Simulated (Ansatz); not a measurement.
## Bands, cutoff and cost in G0W0 for Si5BPC5 (zincblende [110] superlattice)

How do accuracy and time trade against each other in G0W0 on Si5BPC5 (zincblende [110] superlattice)?

Main program and level: Ansatz 0.2.0; G0W0 on PBEsol, plane waves, PAW; PAW set soft_1.

### 1. Starting point

The cell holds 12 atoms: 1 B, 1 P, 5 Si and 5 C. Its edges and angles: a = 3.104 Å, b = 4.418 Å, c = 9.315 Å, α = 90.0°, β = 90.0°, γ = 90.0°. It derives from BP. Regions: BP, 2 atoms (1 B and 1 P); SiC, 10 atoms (5 Si and 5 C). The structure's axis is c.

The structure was relaxed with PBEsol. The runs that relaxed it are not among those shown.

### 2. 84 empty bands, screening to 44 eV

Now the one-shot GW correction: screening in the RPA, then the self-energy of the levels asked for. This step takes PAW set soft_1 files.

input.yaml

```yaml
crystal:
  lattice:
    - [3.1040577841, 0.0, 0.0]
    - [0.0, 4.4176228457, 1.0201e-06]
    - [0.0, 2.1064e-06, 9.314878733]
  atoms:
    - { symbol: B, position: [0.0, -0.0630640916, 0.0879521971] }
    - { symbol: P, position: [0.5, 0.1993212599, 0.0879523913] }
    - { symbol: Si, position: [0.5, 0.5206301293, 0.2680755177] }
    - { symbol: C, position: [0.0, 0.7590498563, 0.2506720883] }
    - { symbol: Si, position: [0.0, 0.0104186421, 0.4199577957] }
    - { symbol: C, position: [0.5, 0.258045131, 0.425786261] }
    - { symbol: Si, position: [0.5, 0.5090538712, 0.5879529891] }
    - { symbol: C, position: [0.0, 0.7584025738, 0.5879516152] }
    - { symbol: Si, position: [0.0, 0.0104173392, 0.7559473757] }
    - { symbol: C, position: [0.5, 0.2580448968, 0.750119737] }
    - { symbol: Si, position: [0.5, 0.5206316804, 0.9078289643] }
    - { symbol: C, position: [0.0, 0.7590487117, 0.9252326099] }
kpoints:
  mp_grid: { grid: [4, 4, 2] }
hamiltonian:
  xc: pbesol
  pseudopotentials: { kind: paw, azcp: { folder: soft_1 }, xc_functional: pbe }
scf:
  occupations: { method: fixed }
gw:
  n_empty_bands: 84
  ecut_chi: 44
  qp_bands: [v4, c4]
  qp_kpoints: band_edges
  screening: { model: contour_deformation }
```

On the command line:

```console
$ ansatz run input.yaml --threads 4 --pin off --max-ram 17510MiB --backend cpu --events-out ev --progress --plain --runs-dir out
```

Numbers of over 12 decimals in the logs are rounded to 6 here.

What it wrote:

```text
Warning: the atoms were moved onto the symmetric positions of the space group found under crystal.symmetry.tolerance 1.0e-5 (fractional; no operation is sought that the atoms, as they stand in a round, miss by more than twice it, and no atom is moved by as much as it), and the run uses the moved positions. Before a round's move an operation carried an atom to 1.58e-5 Å from where it should land, the largest such dist [...]
Engine: ansatz 0.2.0, aarch64-unknown-linux-gnu
Pseudopotentials: kind: paw
Pseudopotential: B, paw, valence charge 3, recommended cutoff 420 eV (normal), soft_1/B.paw.azcp
Pseudopotential: P, paw, valence charge 5, recommended cutoff 420 eV (normal), soft_1/P.paw.azcp
Pseudopotential: Si, paw, valence charge 4, recommended cutoff 420 eV (normal), soft_1/Si.paw.azcp
Pseudopotential: C, paw, valence charge 4, recommended cutoff 420 eV (normal), soft_1/C.paw.azcp
Functional definition: PBEsol
  exchange = pbesol_x
  correlation = pbesol_c
Crystal: 12 atoms, lattice volume = 127.731 Å³
Basis set: ecut = 420 eV, 2479 PW (Γ)
Bands: 36, of which v1, the nominal top of the filled ones, is band 24 counted from 1 (23 counted from 0)
Symmetry: 4 space group operations
Space group: Pmm2 (ITA 25), of the structure as read, at distance tolerance 5.0e-5 Å
k-points: 18 of 32 (time reversal used)
Non-local potential: B, projectors of the file, l = 0: 2, l = 1: 2, l = 2: 1
Non-local potential: P, projectors of the file, l = 0: 2, l = 1: 2, l = 2: 1
Non-local potential: Si, projectors of the file, l = 0: 2, l = 1: 2, l = 2: 1
Non-local potential: C, projectors of the file, l = 0: 2, l = 1: 2, l = 2: 1
PAW form: soft (Blöchl's): semilocal exchange-correlation on the pseudo side does not see the compensation charge
PAW frozen core: B, regenerated for the run's functional, and the local potential with it (the file was generated under x = pbe(κ = 0.804, μ = 0.219515), c = pbe(β = 0.066725))
PAW frozen core: P, regenerated for the run's functional, and the local potential with it (the file was generated under x = pbe(κ = 0.804, μ = 0.219515), c = pbe(β = 0.066725))
PAW frozen core: Si, regenerated for the run's functional, and the local potential with it (the file was generated under x = pbe(κ = 0.804, μ = 0.219515), c = pbe(β = 0.066725))
PAW frozen core: C, regenerated for the run's functional, and the local potential with it (the file was generated under x = pbe(κ = 0.804, μ = 0.219515), c = pbe(β = 0.066725))
PAW one-centre angular grid: B, 110 points (default); XC on 64 Gauss nodes
PAW one-centre angular grid: P, 110 points (default); XC on 64 Gauss nodes
PAW one-centre angular grid: Si, 110 points (default); XC on 64 Gauss nodes
PAW one-centre angular grid: C, 110 points (default); XC on 64 Gauss nodes
Initial density: superposition of atomic densities (chi_scale 0.1, normalization cell, long waves kept (reshape's long-wave potential 0.16 eV rms))
Initial wavefunctions: pseudopotential atomic-orbital guess
Functional: x = pbesol(κ = 0.804, μ = 0.123457), c = pbesol(β = 0.046)
SCF iter   1: F=—  HF=-5242.876177 eV  |F-HF|=—  |Δ(HF+E_count)|=         —  Δρ=1.19e-1  dr2=2.26e1  ethr=3.10e-3  ⟨swp⟩=5.3  Hψ=2748  notcnv=0  defer=156
preconditioner: auto → Resta (q_TF=auto, 2.318 Å⁻¹)  ε∞=4.5  [insulator: Δε(μ)=1.652 eV  Ē_g=12.179 eV  n_scr=22 (ndim 8)  ℏωp=22.8 eV  f_vac=0.000  ε∞_Penn≈4.5]
SCF iter   2: F=—  HF=-5236.437049 eV  |F-HF|=—  |Δ(HF+E_count)|=    6.44e0  Δρ=4.35e-2  dr2=2.21e0  ethr=3.10e-3  ⟨swp⟩=3.2  Hψ=1398  notcnv=0  defer=159
SCF iter   3: F=—  HF=-5235.824207 eV  |F-HF|=—  |Δ(HF+E_count)|=   6.13e-1  Δρ=1.62e-2  dr2=2.45e-1  ethr=3.10e-3  ⟨swp⟩=2.6  Hψ=962  notcnv=0  defer=172
SCF iter   4: F=—  HF=-5235.773535 eV  |F-HF|=—  |Δ(HF+E_count)|=   5.07e-2  Δρ=1.69e-3  dr2=2.96e-3  ethr=5.11e-4  ⟨swp⟩=2.9  Hψ=1055  notcnv=0  defer=178
SCF iter   5: F=—  HF=-5235.774526 eV  |F-HF|=—  |Δ(HF+E_count)|=   9.91e-4  Δρ=5.82e-4  dr2=3.11e-4  ethr=6.16e-6  ⟨swp⟩=2.6  Hψ=906  notcnv=0  defer=180
SCF iter   6: F=—  HF=-5235.774694 eV  |F-HF|=—  |Δ(HF+E_count)|=   1.68e-4  Δρ=1.63e-4  dr2=4.78e-5  ethr=6.48e-7  ⟨swp⟩=2.0  Hψ=937  notcnv=0  defer=180
SCF iter   7: F=—  HF=-5235.774687 eV  |F-HF|=—  |Δ(HF+E_count)|=   7.27e-6  Δρ=3.13e-5  dr2=1.23e-6  ethr=9.97e-8  ⟨swp⟩=2.3  Hψ=983  notcnv=0  defer=173
SCF iter   8: F=-5235.774687 eV  HF=-5235.774687 eV  |F-HF|=5.91e-9  |Δ(HF+E_count)|=   7.65e-8  Δρ=4.82e-6  dr2=2.09e-8  ethr=2.08e-10  ⟨swp⟩=14.9  Hψ=4341  notcnv=0
SCF 1 converged in 8 iterations: F = -5235.774687 eV  dr2 = 2.09e-8
  greatest PAW one-centre occupation: 0.772 electrons in one spin orbital (limit 2), on the P atom at site 1 (counted from 0), in its partial waves of l = 0
NSCF: frozen V_eff on 18 k-points
G₀W₀ screening: q 1/18
[... further progress lines ...]
SCF converged after 8 iterations
Free energy (F): -5235.774687 eV
Harris-Foulkes:  -5235.774687 eV  (|F-HF|=5.91e-9)
Internal energy: -5235.774687 eV  (E = F + TS)
E sigma→0 (E₀):  -5235.774687 eV
Fermi energy:    9.975215 eV
--- Per-component energies (eV) ---
  E_band       = 159.878408
  E_kinetic    = 781.729381
  E_local      = -544.957471  (includes V_loc(G=0)·N_el)
  E_nonlocal   = 267.617426
  E_hartree    = 177.391624
  E_xc         = -628.816855
  E_vxc        = -642.093968  (∫ρ·V_xc dr)
  E_paw        = -3587.434250  (= ΣΔE_a)
  E_vpaw       = -57.200819  (= ΣTr[D̂ρ^β])
  E_aug_tail   = 0.000264  (compensation charges beyond the density's cutoff)
  E_ewald      = -1701.628919
  E_core_change = 0.324113  (= ΣΔE_core)
  E_smearing   = -0.000000  (= −TS)
  E_closure    = -0.000000  (closes the sum)
  Σ components = -5235.774687   (vs F -5235.774687, Δ=0.00e0)
--- Band table (eV; the first three rows and the last of 18) ---
  k-point 0: bands = [... 20 lower, 8.8569, 9.4264, 9.5303, 9.9508, 10.5119, 12.6825, 12.7532, 13.1222, ... 8 higher]
  k-point 1: bands = [... 20 lower, 8.3171, 8.9889, 9.0568, 9.9752, 11.3547, 11.7380, 13.9221, 14.5580, ... 8 higher]
  k-point 2: bands = [... 20 lower, 8.3694, 8.6175, 8.8156, 9.4723, 11.1445, 13.1631, 13.2144, 13.6656, ... 8 higher]
  k-point 17: bands = [... 20 lower, 7.3752, 7.5808, 7.6658, 8.0927, 13.6533, 13.8869, 14.0761, 14.2102, ... 8 higher]
--- G₀W₀: contour deformation, 7 samples at zero and on the imaginary axis and 1 off it, 32 q-points, 84 empty bands' worth ---
  eigenvalues of the whole cell's RPA ε∞ on this k-mesh (on a slab, of 1 + 4πα/V) = 7.8244, 8.1372, 9.3170; static W/v taken at q = 0 is 0.116127
  gw.qp_kpoints: band_edges: 9 of 18 stored k-points solved, in 1 pass; an edge of the gap read off the rows below is read off those points alone
    valence top: of the k-points left out ik 2 came nearest to being solved in a further pass, in band 24 (counted from 1, as in the quasiparticle table): it holds the edge there only if its correction is more favourable than any solved in that band by at least 0.503 eV; those differ by 0.355 eV
    conduction bottom: of the k-points left out ik 2 came nearest to being solved in a further pass, in band 25 (counted from 1, as in the quasiparticle table): it holds the edge there only if its correction is more favourable than any solved in that band by at least 0.914 eV; those differ by 0.301 eV
    ik  band        ε_KS         Σx   Σc(E_QP)       V_xc       Z   E_QP_lin       E_QP  E_QP is
     0    21      8.8569   -18.3303     3.0285   -15.5976  0.7939     9.1517     9.1527  root
     0    22      9.4264   -17.8473     2.6710   -15.5174  0.7982     9.7667     9.7675  root
     0    23      9.5303   -17.7308     2.5887   -15.5045  0.7988     9.8919     9.8928  root
     0    24      9.9508   -17.6398     2.4754   -15.4690  0.7987    10.2548    10.2554  root
     0    25     10.5119    -7.1812    -3.6122   -11.6079  0.8171    11.3310    11.3264  root
     0    26     12.6825    -7.1318    -4.0824   -12.2210  0.8106    13.6988    13.6894  root
     0    27     12.7532    -7.3296    -3.9468   -12.2808  0.8139    13.7658    13.7576  root
     0    28     13.1222    -7.2031    -4.0472   -12.2961  0.8145    14.1775    14.1680  root
     1    21      8.3171   -17.8477     2.8641   -15.2002  0.7924     8.5334     8.5337  root
     1    22      8.9889   -18.3653     3.0212   -15.6669  0.7948     9.3109     9.3117  root
     1    23      9.0568   -17.4088     2.5497   -15.1191  0.7968     9.3163     9.3168  root
     1    24      9.9752   -17.6797     2.4809   -15.5114  0.7988    10.2872    10.2879  root
     1    25     11.3547    -7.2912    -3.7673   -11.9633  0.8144    12.2658    12.2595  root
     1    26     11.7380    -7.3145    -3.8279   -12.0703  0.8132    12.6725    12.6658  root
     1    27     13.9221    -7.4214    -4.1349   -12.6651  0.8033    15.0436    15.0309  root
     1    28     14.5580    -7.6250    -4.3517   -13.1206  0.8030    15.7159    15.7018  root
     3    21      8.4059   -18.2915     3.1204   -15.4052  0.7921     8.6396     8.6400  root
     3    22      8.8821   -17.8511     2.7437   -15.3867  0.7955     9.1608     9.1615  root
     3    23      9.1739   -17.7991     2.6601   -15.4595  0.7965     9.4936     9.4943  root
     3    24      9.4579   -17.4982     2.5341   -15.1893  0.7960     9.6829     9.6832  root
     3    25     11.9742    -7.1641    -3.9197   -12.0276  0.8130    12.9255    12.9180  root
     3    26     12.2384    -7.3542    -3.9219   -12.2435  0.8111    13.2134    13.2058  root
     3    27     14.1406    -7.5752    -4.1929   -12.9046  0.8013    15.2910    15.2770  root
     3    28     14.5353    -8.5928    -4.2995   -14.0568  0.8006    15.7138    15.6998  root
[...]
16    21      7.7940   -18.2158     3.1791   -15.2671  0.7877     8.0239     8.0244  root
    16    22      8.0589   -18.2129     2.9772   -15.4194  0.7913     8.2424     8.2428  root
    16    23      8.4469   -18.0058     2.9367   -15.3073  0.7913     8.6846     8.6852  root
    16    24      8.6353   -18.0727     2.8466   -15.4060  0.7938     8.8151     8.8152  root
    16    25     13.4383    -8.5253    -4.0163   -13.6369  0.8038    14.5450    14.5336  root
    16    26     13.5462    -7.5816    -3.9866   -12.7024  0.8028    14.6936    14.6803  root
    16    27     14.1105    -7.8238    -4.0842   -13.0939  0.8026    15.3118    15.2964  root
    16    28     14.3454    -8.2907    -4.2517   -13.6834  0.8016    15.5001    15.4864  root
```

Run time: 35 s. Hardware: 4 threads of Arm Neoverse V1, shared host; peak memory 0.65 GiB.

Numbers from this step:

```
bands summed                                 : 108
RPA ε∞ on this mesh (eigenvalues)            : 7.824, 8.137, 9.317
plane waves in the screening matrix          : 85
q-points in the mesh                         : 32
G0W0 gap on the mesh                         : 0.7488 eV
k of the valence top                         : 0, 0, -0.5
k of the conduction bottom                   : -0.5, 0, -0.5
starting gap on the mesh                     : 0.2553 eV
Z at the valence top                         : 0.7988
Z at the conduction bottom                   : 0.8176
least direct G0W0 gap on the computed points : 1.071 eV
```

The gap on the mesh goes from 0.26 eV to 0.75 eV, a correction of +0.49 eV. Between the two edge states, bare exchange in place of the xc potential would open the gap by 6.44 eV, and correlation takes back 5.94 eV.

### 3. 334 empty bands, screening to 110 eV

Bands and screening cutoff are moved together, since each hides the error of the other.

Edit input.yaml of step 2 so:

```diff
@@ -26,4 +26,4 @@
 gw:
-  n_empty_bands: 84
-  ecut_chi: 44
+  n_empty_bands: 334
+  ecut_chi: 110.0
   qp_bands: [v4, c4]
```

What it wrote:

```text
[...]
Crystal: 12 atoms, lattice volume = 127.731 Å³
Basis set: ecut = 420 eV, 2479 PW (Γ)
Bands: 36, of which v1, the nominal top of the filled ones, is band 24 counted from 1 (23 counted from 0)
Symmetry: 4 space group operations
[...]
k-points: 18 of 32 (time reversal used)
[...]
SCF iter   1: F=—  HF=-5242.876177 eV  |F-HF|=—  |Δ(HF+E_count)|=         —  Δρ=1.19e-1  dr2=2.26e1  ethr=3.10e-3  ⟨swp⟩=5.3  Hψ=2748  notcnv=0  defer=156
[...]
SCF iter   8: F=-5235.774687 eV  HF=-5235.774687 eV  |F-HF|=5.91e-9  |Δ(HF+E_count)|=   7.65e-8  Δρ=4.82e-6  dr2=2.09e-8  ethr=2.08e-10  ⟨swp⟩=14.9  Hψ=4341  notcnv=0
SCF 1 converged in 8 iterations: F = -5235.774687 eV  dr2 = 2.09e-8
[...]
NSCF: frozen V_eff on 18 k-points
G₀W₀ screening: q 1/18
[... further progress lines ...]
SCF converged after 8 iterations
Free energy (F): -5235.774687 eV
[...]
Internal energy: -5235.774687 eV  (E = F + TS)
E sigma→0 (E₀):  -5235.774687 eV
Fermi energy:    9.975215 eV
[...]
--- Band table (eV; the first three rows and the last of 18) ---
  k-point 0: bands = [... 20 lower, 8.8569, 9.4264, 9.5303, 9.9508, 10.5119, 12.6825, 12.7532, 13.1222, ... 8 higher]
  k-point 1: bands = [... 20 lower, 8.3171, 8.9889, 9.0568, 9.9752, 11.3547, 11.7380, 13.9221, 14.5580, ... 8 higher]
  k-point 2: bands = [... 20 lower, 8.3694, 8.6175, 8.8156, 9.4723, 11.1445, 13.1631, 13.2144, 13.6656, ... 8 higher]
  k-point 17: bands = [... 20 lower, 7.3752, 7.5808, 7.6658, 8.0927, 13.6533, 13.8869, 14.0761, 14.2102, ... 8 higher]
[...]
0    21      8.8569   -18.3303     2.2972   -15.5976  0.7837     8.4202     8.4214  root
     0    22      9.4264   -17.8473     1.9230   -15.5174  0.7878     9.0183     9.0195  root
     0    23      9.5303   -17.7308     1.8430   -15.5045  0.7880     9.1460     9.1471  root
     0    24      9.9508   -17.6398     1.7421   -15.4690  0.7881     9.5208     9.5221  root
     0    25     10.5119    -7.1812    -4.0399   -11.6079  0.8110    10.8997    10.8987  root
     0    26     12.6825    -7.1318    -4.5850   -12.2210  0.8039    13.1892    13.1868  root
     0    27     12.7532    -7.3296    -4.4706   -12.2808  0.8071    13.2357    13.2338  root
     0    28     13.1222    -7.2031    -4.5643   -12.2961  0.8080    13.6534    13.6510  root
[...]
16    25     13.4383    -8.5253    -4.5789   -13.6369  0.7939    13.9736    13.9709  root
    16    26     13.5462    -7.5816    -4.5780   -12.7024  0.7953    14.0921    14.0890  root
    16    27     14.1105    -7.8238    -4.6890   -13.0939  0.7943    14.6953    14.6916  root
    16    28     14.3454    -8.2907    -4.8202   -13.6834  0.7935    14.9212    14.9179  root
```

The job ended after 4.8 min (4 threads; peak memory 2 GiB).

Numbers from this step:

```yaml
bands_summed: 358
rpa_eps_infinity_on_this_mesh_eigenvalues: 7.576, 7.892, 9.013
plane_waves_in_the_screening_matrix: 345
q_points_in_the_mesh: 32
g0w0_gap_on_the_mesh: 1.052 eV
k_of_the_valence_top: 0, 0, -0.5
k_of_the_conduction_bottom: -0.5, 0, -0.5
starting_gap_on_the_mesh: 0.2553 eV
z_at_the_valence_top: 0.7881
z_at_the_conduction_bottom: 0.8116
least_direct_g0w0_gap_on_the_computed_points: 1.377 eV
```

Against the run with 4×4×2 mesh, 84 empty bands, screening to 44 eV, PAW set soft_1 files, the gap moves by +0.30 eV.

### 4. Side by side

Times are wall times on 4 threads of Arm Neoverse V1, shared host, good to a factor of about two.

```csv
mesh,files,frequency,bands summed,cutoff (eV),start (eV),G0W0 (eV),time,host memory (GiB)
4×4×2,PAW set soft_1,contour deformation,108,44,0.255,0.749,35 s,0.65
4×4×2,PAW set soft_1,contour deformation,358,110,0.255,1.052,4.8 min,2.0
```

How the two edges are built up, in eV (the quasiparticle level is the starting level plus Σx plus Σc less Vxc):

```
      run               edge  start      Σx     Σc     Vxc     Z     QP
108 bands        valence top   9.98  -17.68   2.48  -15.51  0.80  10.29
108 bands  conduction bottom  10.23   -7.49  -3.46  -11.76  0.82  11.04
358 bands        valence top   9.98  -17.68   1.74  -15.51  0.79   9.55
358 bands  conduction bottom  10.23   -7.49  -3.90  -11.76  0.81  10.60
```

### 5. What came out

```
108 bands, 44 eV                    : 0.749 eV
358 bands, 110 eV                   : 1.052 eV
estimated limit in bands and cutoff : 1.18 eV
mesh and start                      : 4×4×2, PBEsol
```

In words: A line in one over the bands through the two rungs gives 1.18 eV, +0.13 eV from the top rung; with two points alone it is an unchecked estimate. The rungs stand 0.43 eV (108 bands) and 0.13 eV (358 bands) from it. From 108 to 358 bands the gap moves by +0.30 eV while the time grows 8.1-fold. Σc changes by −0.74 eV at the valence top and −0.43 eV at the conduction bottom, so the levels themselves move more than the gap between them. The 4×4×2 mesh is coarse for this cell (its supercell is 12 Å along the shortest edge). The RPA ε∞ on it, from the PBEsol start, is 7.58, 7.89 and 9.01; such meshes misread the long-range screening, most where the gap is narrow.

[Paths, hosts, dates, memory and timing lines, banners, echoed tables and standing remarks are left out of the program output.]

[Logs are printed without paths, hosts, clocks, repeated set-up lines and the standing remarks that a program may print on its own settings, such as how far it seeks lower states.]

[Runs of the session that timed out or met a known fault of the program may be left out.]

[Cells called generated may have been cut or substituted from an entry of the Crystallography Open Database or the Materials Project.]

[Hosts, paths, dates, database ids (printed as entryN), source tags and the programs' standing remarks are cut or masked in the printed files.]
